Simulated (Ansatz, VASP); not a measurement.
One calculation of Mg, two programs

```
Mg
1.0
    -1.79186    1.79186    1.79186
     1.79186   -1.79186    1.79186
     1.79186    1.79186   -1.79186
Mg
1
Direct
  0.00000 0.00000 0.00000
```

Alike in both runs: task electric field gradients; functional r2SCAN; k mesh 13 × 13 × 13; occupations fermi-dirac, width 0.05 eV; no spin polarisation.

```csv
,VASP,Ansatz
version,VASP 6.6.1,Ansatz 0.2.0
potentials or method,"VASP PAW PBE potentials, release 64 (Mg)","PAW with Ansatz's default frozen-core files, scalar-relativistic"
plane-wave cutoff (eV),520,500
valence electrons in the cell,2,10
```

```tsv
	VASP	Ansatz	Ansatz less VASP
pressure (GPa)	-1.0	-0.7	+0.26
Vzz of the field gradient on the site that differs most (V/Å²)	0.0	0.0	0.00
```

With one functional, cell and mesh, what is left measures potentials, basis and numerics. The two sets of potentials don't hold the same shells in valence.

Caveats: the PAW data sets were made with another functional, which shifts forces and pressure a little (VASP).
